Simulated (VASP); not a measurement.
# Ir (Fm-3m) in VASP: notebook

The runs below take Ir through relaxation of the atoms, with LDA.

All numbers are computed with VASP 6.6.1; they aren't measurements. Logs are shortened: lines on timing, memory, paths and dates and some standing lists are left out, and cuts for length are marked.

## (1) Starting point

Symmetry: Fm-3m, No. 225, cubic system. The conventional cell has a = 3.820 Å, b = 3.820 Å, c = 3.820 Å, α = 90.00°, β = 90.00°, γ = 90.00°. Ir (site symmetry m-3m) has 12 Ir at 2.70 Å as nearest neighbours.

## (2) Relaxation of the atoms, LDA (a relaxed cell with its volume scaled by 0.98)

Input file INCAR:

```
SYSTEM = Ir
PREC = Accurate
ENCUT = 600
EDIFF = 1E-7
ISMEAR = 1
SIGMA = 0.1
LREAL = .False.
LASPH = .True.
NELM = 80
ALGO = Normal
ISIF = 2
LWAVE = .False.
LCHARG = .False.
GGA = CA
IBRION = 2
NSW = 40
EDIFFG = -0.01
```

Input file KPOINTS:

```
Automatic mesh
0
Gamma
  16 16 16
  0 0 0
```

Input file POSCAR:

```
Ir                                      
1.0
    0.0000000000      1.8972193480      1.8972193480
    1.8972193480     -0.0000000000      1.8972193480
    1.8972193480      1.8972193480     -0.0000000000
  Ir            
     1
Direct
     0.0000000000000000    0.0000000000000000    0.0000000000000000
```

Potentials or basis: VASP PAW LDA potentials, release 64 (Ir).

Launch:

```bash
$ cat potpaw_LDA.64/Ir/POTCAR > POTCAR
$ mpirun -np 1 vasp_std > vasp.out
```

OUTCAR:

```text
SYSTEM = Ir
   PREC = Accurate
   ENCUT = 600
   EDIFF = 1E-7
   ISMEAR = 1
   LREAL = .False.
   LASPH = .True.
   NELM = 80
   ISIF = 2
   GGA = CA
   IBRION = 2
   NSW = 40
   EDIFFG = -0.01

 ion  position               nearest neighbor table
   1  0.000  0.000  0.000-

  LATTYP: Found a face centered cubic cell.
 ALAT       =     3.7944386960

  Lattice vectors:

 A1 = (   0.0000000000,   1.8972193480,   1.8972193480)
 A2 = (   1.8972193480,   0.0000000000,   1.8972193480)
 A3 = (   1.8972193480,   1.8972193480,   0.0000000000)

Analysis of symmetry for initial positions (statically):
=====================================================================
 Subroutine PRICEL returns:
 Original cell was already a primitive cell.

 Routine SETGRP: Setting up the symmetry group for a
 face centered cubic supercell.

 Subroutine GETGRP returns: Found 48 space group operations
 (whereof 48 operations were pure point group operations)
 out of a pool of 48 trial point group operations.

The static configuration has the point symmetry O_h .

Analysis of symmetry for dynamics (positions and initial velocities):
=====================================================================
 Subroutine PRICEL returns:
 Original cell was already a primitive cell.

 Routine SETGRP: Setting up the symmetry group for a
 face centered cubic supercell.

 Subroutine GETGRP returns: Found 48 space group operations
 (whereof 48 operations were pure point group operations)
 out of a pool of 48 trial point group operations.

The dynamic configuration has the point symmetry O_h .

 Subroutine INISYM returns: Found 48 space group operations
 (whereof 48 operations are pure point group operations),
 and found     1 'primitive' translations

----------------------------------------------------------------------------------------

                                     Primitive cell

  volume of cell :      13.6579

  direct lattice vectors                    reciprocal lattice vectors
     0.000000000  1.897219348  1.897219348    -0.263543591  0.263543591  0.263543591
     1.897219348  0.000000000  1.897219348     0.263543591 -0.263543591  0.263543591
     1.897219348  1.897219348  0.000000000     0.263543591  0.263543591 -0.263543591

  length of vectors
     2.683073333  2.683073333  2.683073333     0.456470890  0.456470890  0.456470890

  position of ions in fractional coordinates (direct lattice)
     0.000000000  0.000000000  0.000000000

  ion indices of the primitive-cell ions
   primitive index   ion index
                 1           1

----------------------------------------------------------------------------------------

 KPOINTS: Automatic mesh

Automatic generation of k-mesh.
 Grid dimensions read from file:
 generate k-points for:   16   16   16

 Generating k-lattice:

  Cartesian coordinates                     Fractional coordinates (reciprocal lattice)
    -0.016471474  0.016471474  0.016471474     0.062500000  0.000000000  0.000000000
     0.016471474 -0.016471474  0.016471474     0.000000000  0.062500000  0.000000000
     0.016471474  0.016471474 -0.016471474     0.000000000  0.000000000  0.062500000

  Length of vectors
     0.028529431  0.028529431  0.028529431

  Shift w.r.t. Gamma in fractional coordinates (k-lattice)
     0.000000000  0.000000000  0.000000000

 Subroutine IBZKPT returns following result:
 ===========================================

 Found    145 irreducible k-points:

 Following reciprocal coordinates:
            Coordinates               Weight
  0.000000  0.000000  0.000000      1.000000
  0.062500  0.000000  0.000000      8.000000
  0.125000  0.000000  0.000000      8.000000
  0.187500  0.000000  0.000000      8.000000
  0.250000  0.000000  0.000000      8.000000
  0.312500  0.000000  0.000000      8.000000
[... 16 lines left out ...]
 -0.125000  0.062500  0.000000     24.000000
 -0.062500  0.062500  0.000000     12.000000
 [... further k-points ...]
   k-points           NKPTS =    145   k-points in BZ     NKDIM =    145   number of bands    NBANDS=      8
   number of dos      NEDOS =    301   number of ions     NIONS =      1
   total plane-waves  NPLWV =  13824
   dimension x,y,z NGX =    24 NGY =   24 NGZ =   24
   dimension x,y,z NGXF=    48 NGYF=   48 NGZF=   48
   ions per type =               1
   NGX,Y,Z   is equivalent  to a cutoff of  14.87, 14.87, 14.87 a.u.
   NGXF,Y,Z  is equivalent  to a cutoff of  29.74, 29.74, 29.74 a.u.
 SYSTEM =  Ir
   PREC   = accura    normal or accurate (medium, high low for compatibility)
   ISTART =      0    job   : 0-new  1-cont  2-samecut
   ICHARG =      2    charge: 1-file 2-atom 10-const
   ISPIN  =      1    spin polarized calculation?
   LNONCOLLINEAR =      F non collinear calculations
   LSORBIT =      F    spin-orbit coupling
   LASPH  =      T    aspherical Exc in radial PAW
   ENCUT  =  600.0 eV  44.10 Ry    6.64 a.u.   5.36  5.36  5.36*2*pi/ulx,y,z
   NELM   =     80;   NELMIN=  2; NELMDL= -5     # of ELM steps
   EDIFF  = 0.1E-06   stopping-criterion for ELM
   LREAL  =      F    real-space projection
   EDIFFG = -.1E-01   stopping-criterion for IOM
   NSW    =     40    number of steps for IOM
   IBRION =      2    ionic relax: 0-MD 1-quasi-New 2-CG
   NFREE  =      1    steps in history (QN), initial steepest desc. (CG)
   ISIF   =      2    stress and relaxation
   ISYM   =      2    0-nonsym 1-usesym 2-fastsym
   POTIM  = 0.5000    time-step for ionic-motion
   TEBEG  =    0.0;   TEEND  =   0.0 temperature during run
   PSTRESS=    0.0 pullay stress
   NELECT =       9.0000    total number of electrons
   NUPDOWN=      -1.0000    fix difference up-down
   EMIN   =  10.00;   EMAX   =-10.00  energy-range for DOS
   EFERMI =   0.00;   METHOD = LEGACY
   ISMEAR =     1;   SIGMA  =   0.10  broadening in eV -4-tet -1-fermi 0-gaus
   EFERMI_NEDOS =   21; number of points for ismear=-14 and -15
   IALGO  =     38    algorithm
   IMIX   =      4    mixing-type and parameters
     AMIX     =   0.40;   BMIX     =  1.00
     AMIX_MAG =   1.60;   BMIX_MAG =  1.00
  volume/ion in A,a.u.               =      13.66        92.17
  Fermi-wavevector in a.u.,A,eV,Ry     =   1.424606  2.692115 27.613057  2.029502
  Thomas-Fermi vector in A             =   2.545079
   LORBIT       =      0    0 simple, 1 ext, 2 COOP (PROOUT), +10 PAW based schemes
   GGA     = CA    functional components
   LHFCALC =     F    Hartree Fock is set to
   AEXX    =    0.0000 exact exchange contribution
   IVDW    =     0    specifies the selected vdW correction
   LEPSILON=     F    determine dielectric tensor
   LRPA    =     F    only Hartree local field effects (RPA)
 conjugate gradient relaxation of ions
 non-spin polarized calculation
 Methfessel and Paxton  Order N= 1 SIGMA  =   0.10
  energy-cutoff  :      600.00
  volume of cell :       13.66
 maximum number of plane-waves:       469
 NGX is ok and might be reduce to    24
   NGX = 11   NGY = 11   NGZ = 11

 number of electron       9.0000000 magnetization

 Free energy of the ion-electron system (eV)
  ---------------------------------------------------
  ext. energy  EPLUGINS =         0.00000000
  ---------------------------------------------------
  free energy    TOTEN  =       -10.30844319 eV

  energy without entropy =      -10.30817153  energy(sigma->0) =      -10.30835264

 E-fermi :  10.9390     XC(G=0): -14.3424

 val. band max:       10.9374615322   @ k =   0.3750   0.0625   0.0000
 cond. band min:      10.9487523887   @ k =   0.3125   0.2500   0.0625
 fundamental gap:      0.0112908565
 Fermi energy:        10.9390263294

 k-point     1 :       0.0000    0.0000    0.0000
  band No.  band energies     occupation
      1      -0.5469      2.00000
      2       6.8137      2.00000
      3       6.8137      2.00000
      4       6.8137      2.00000
      5       9.6977      2.00000
      6       9.6977      2.00000
      7      25.2052      0.00000
      8      30.9584      0.00000

 k-point     2 :       0.0625    0.0000    0.0000
  band No.  band energies     occupation
      1      -0.3661      2.00000
      2       6.7157      2.00000
      3       6.8933      2.00000
      4       6.8933      2.00000
      5       9.6448      2.00000
      6       9.6448      2.00000
      7      25.5237      0.00000
      8      30.0492      0.00000

 k-point     3 :       0.1250    0.0000    0.0000
  band No.  band energies     occupation
      1       0.1508      2.00000
      2       6.4770      2.00000
      3       7.0928      2.00000
      4       7.0928      2.00000
      5       9.5411      2.00000
      6       9.5411      2.00000
      7      26.3718      0.00000
      8      28.3783      0.00000

 k-point     4 :       0.1875    0.0000    0.0000
  band No.  band energies     occupation
      1       0.9126      2.00000
      2       6.2543      2.00000
      3       7.2799      2.00000
      4       7.2799      2.00000
      5       9.5537      2.00000
      6       9.5537      2.00000
      7      26.5004      0.00000
      8      27.5885      0.00000

 k-point     5 :       0.2500    0.0000    0.0000
  band No.  band energies     occupation
      1       1.7154      2.00000
      2       6.3045      2.00000
      3       7.2872      2.00000
      4       7.2872      2.00000
      5       9.8738      2.00000
      6       9.8738      2.00000
      7      24.8740      0.00000
      8      27.9552      0.00000

 k-point     6 :       0.3125    0.0000    0.0000
  band No.  band energies     occupation
      1       2.2597      2.00000
      2       6.9306      2.00000
      3       7.1234      2.00000
      4       7.1234      2.00000
      5      10.4779      2.00000
      6      10.4779      2.00000
      7      23.1297      0.00000
      8      27.0289      0.00000

 k-point     7 :       0.3750    0.0000    0.0000
  band No.  band energies     occupation
      1       2.4476      2.00000
      2       6.9196      2.00000
      3       6.9196      2.00000
      4       8.1446      2.00000
      5      11.1624     -0.00699
      6      11.1624     -0.00699
      7      21.2001      0.00000
      8      25.7888      0.00000
[... 133 lines left out ...]
 k-point    20 :      -0.3125    0.0625    0.0000
  band No.  band energies     occupation
      1       2.5187      2.00000
      2       6.9169      2.00000
      3       7.0964      2.00000
      4       7.1556      2.00000
      5      10.2688      2.00000
      6      11.3922     -0.00000
      7      22.6052      0.00000
      8      26.7811      0.00000

 k-point    21 :      -0.2500    0.0625    0.0000
  band No.  band energies     occupation
      1       2.0975      2.00000
      2       6.2463      2.00000
      3       7.2219      2.00000
      4       7.3631      2.00000
      5       9.5636      2.00000
      6      10.6624      2.00065
      7      24.4761      0.00000
      8      27.9477      0.00000

 k-point    22 :      -0.1875    0.0625    0.0000
  band No.  band energies     occupation
      1       1.3409      2.00000
      2       6.0805      2.00000
      3       7.3409      2.00000
      4       7.4246      2.00000
      5       9.1607      2.00000
      6      10.0978      2.00000
      7      26.1411      0.00000
      8      28.0229      0.00000

 k-point    23 :      -0.1250    0.0625    0.0000
  band No.  band energies     occupation
      1       0.5359      2.00000
      2       6.2677      2.00000
      3       7.2385      2.00000
      4       7.2649      2.00000
      5       9.1857      2.00000
      6       9.8128      2.00000
      7      26.9655      0.00000
      8      27.8298      0.00000

 k-point    24 :      -0.0625    0.0625    0.0000
  band No.  band energies     occupation
      1      -0.0719      2.00000
      2       6.5384      2.00000
      3       7.0035      2.00000
      4       7.0609      2.00000
      5       9.4202      2.00000
      6       9.7233      2.00000
      7      26.0284      0.00000
      8      29.2324      0.00000

 [... further k-points ...]

------------------------ aborting loop because EDIFF is reached ----------------------------------------

  FORCE on cell =-STRESS in cart. coord.  units (eV):
  Direction    XX          YY          ZZ          XY          YZ          ZX
  --------------------------------------------------------------------------------------
  -------------------------------------------------------------------------------------
  Total        0.7313477      0.7313477      0.7313477      0.0000000      0.0000000      0.0000000
  in kB       85.7929944     85.7929944     85.7929944      0.0000000      0.0000000      0.0000000
  external PRESSURE =      85.7929944 kB  Pullay stress =       0.0000000 kB

 VOLUME and BASIS-vectors are now :
 -----------------------------------------------------------------------------
  energy-cutoff  :      600.00
  volume of cell :       13.66
      direct lattice vectors                 reciprocal lattice vectors
     0.000000000  1.897219348  1.897219348    -0.263543591  0.263543591  0.263543591
     1.897219348  0.000000000  1.897219348     0.263543591 -0.263543591  0.263543591
     1.897219348  1.897219348  0.000000000     0.263543591  0.263543591 -0.263543591

 POSITION                                       TOTAL-FORCE (eV/Angst)
 -----------------------------------------------------------------------------------
      0.00000      0.00000      0.00000         0.000000      0.000000      0.000000
 -----------------------------------------------------------------------------------
    total drift:                               -0.000000      0.000000      0.000000

  FREE ENERGIE OF THE ION-ELECTRON SYSTEM (eV)
  ---------------------------------------------------
  free  energy   TOTEN  =       -10.3084431892 eV

  energy  without entropy=      -10.3081715295  energy(sigma->0) =      -10.30835264

 reached required accuracy - stopping structural energy minimisation
```

It took 12 s on 1 thread of AMD EPYC 9R45 (Zen 5), shared host; peak memory 0.12 GiB.

What came out:

| Quantity | Value |
| --- | --- |
| Free energy | -10.3084 eV |
| Pressure after relaxing | 8.6 GPa |
| Band gap on the k mesh | none (metal or under the smearing width) |

Final structure:
```cif
data_structure
_symmetry_space_group_name_H-M 'P 1'
_symmetry_Int_Tables_number 1
_cell_length_a 2.6831
_cell_length_b 2.6831
_cell_length_c 2.6831
_cell_angle_alpha 60.000
_cell_angle_beta 60.000
_cell_angle_gamma 60.000
_cell_volume 13.66
loop_
_atom_site_label
_atom_site_type_symbol
_atom_site_fract_x
_atom_site_fract_y
_atom_site_fract_z
_atom_site_occupancy
Ir1 Ir 0.00000 0.00000 0.00000 1
```

Caveat: the relaxation stopped at its first step, so nothing moved.

## (3) Relaxation of the atoms, LDA

INCAR is that of step 2.

KPOINTS is that of step 2.

Input file POSCAR:

```
Ir                                      
1.0
    0.0000000000      1.9100387865      1.9100387865
    1.9100387865     -0.0000000000      1.9100387865
    1.9100387865      1.9100387865     -0.0000000000
  Ir            
     1
Direct
     0.0000000000000000    0.0000000000000000    0.0000000000000000
```

Potentials or basis: VASP PAW LDA potentials, release 64 (Ir).

Launch:

```bash
$ cat potpaw_LDA.64/Ir/POTCAR > POTCAR
$ mpirun -np 1 vasp_std > vasp.out
```

Run time: 12 s. Hardware: 1 thread of AMD EPYC 9R45 (Zen 5), shared host; peak memory 0.12 GiB.

It converged, with:

```
Free energy             : -10.3158 eV
Pressure after relaxing : 0.0 GPa
Band gap on the k mesh  : none (metal or under the smearing width)
```

Final structure:
```cif
data_structure
_symmetry_space_group_name_H-M 'P 1'
_symmetry_Int_Tables_number 1
_cell_length_a 2.7012
_cell_length_b 2.7012
_cell_length_c 2.7012
_cell_angle_alpha 60.000
_cell_angle_beta 60.000
_cell_angle_gamma 60.000
_cell_volume 13.94
loop_
_atom_site_label
_atom_site_type_symbol
_atom_site_fract_x
_atom_site_fract_y
_atom_site_fract_z
_atom_site_occupancy
Ir1 Ir 0.00000 0.00000 0.00000 1
```

Levels at points of the mesh, in eV from the Fermi level:
```csv
k point,band 1,band 2,band 3,band 4,band 5,band 6,band 7,band 8
"(0.00, 0.00, 0.00)",-11.26,-4.00,-4.00,-4.00,-1.20,-1.20,14.32,19.95
"(0.50, 0.00, 0.00)",-8.27,-4.09,-4.09,-0.75,0.94,0.94,7.43,13.86
"(0.50, 0.50, 0.00)",-8.09,-7.53,0.92,1.52,1.52,1.74,10.73,11.77
```

Caveat: the relaxation stopped at its first step, so nothing moved. Spin-orbit coupling is left out, which matters for the levels of Ir.

## (4) Relaxation of the atoms, LDA (a relaxed cell with its volume scaled by 1.02)

INCAR is that of step 3.

KPOINTS is that of step 3.

Input file POSCAR:

```
Ir                                      
1.0
    0.0000000000      1.9226884187      1.9226884187
    1.9226884187     -0.0000000000      1.9226884187
    1.9226884187      1.9226884187     -0.0000000000
  Ir            
     1
Direct
     0.0000000000000000    0.0000000000000000    0.0000000000000000
```

Launch:

```bash
$ cat potpaw_LDA.64/Ir/POTCAR > POTCAR
$ mpirun -np 1 vasp_std > vasp.out
```

Wall time 12 s (1 thread of AMD EPYC 9R45 (Zen 5), shared host); peak memory 0.12 GiB.

It converged, with:

```
Free energy             : -10.3090 eV
Pressure after relaxing : -7.6 GPa
Band gap on the k mesh  : none (metal or under the smearing width)
```

Final structure:
```cif
data_structure
_symmetry_space_group_name_H-M 'P 1'
_symmetry_Int_Tables_number 1
_cell_length_a 2.7191
_cell_length_b 2.7191
_cell_length_c 2.7191
_cell_angle_alpha 60.000
_cell_angle_beta 60.000
_cell_angle_gamma 60.000
_cell_volume 14.22
loop_
_atom_site_label
_atom_site_type_symbol
_atom_site_fract_x
_atom_site_fract_y
_atom_site_fract_z
_atom_site_occupancy
Ir1 Ir 0.00000 0.00000 0.00000 1
```

Levels at points of the mesh, in eV from the Fermi level:
```csv
k point,band 1,band 2,band 3,band 4,band 5,band 6,band 7,band 8
"(0.00, 0.00, 0.00)",-11.05,-3.88,-3.88,-3.88,-1.17,-1.17,14.36,19.87
"(0.50, 0.00, 0.00)",-8.06,-3.97,-3.97,-0.70,0.90,0.90,7.22,13.90
"(0.50, 0.50, 0.00)",-7.85,-7.30,0.89,1.47,1.47,1.74,10.46,11.68
```

Caveat: the relaxation stopped at its first step, so nothing moved. Spin-orbit coupling is left out, which matters for the levels of Ir.

(Continued in part 2 of 2.)
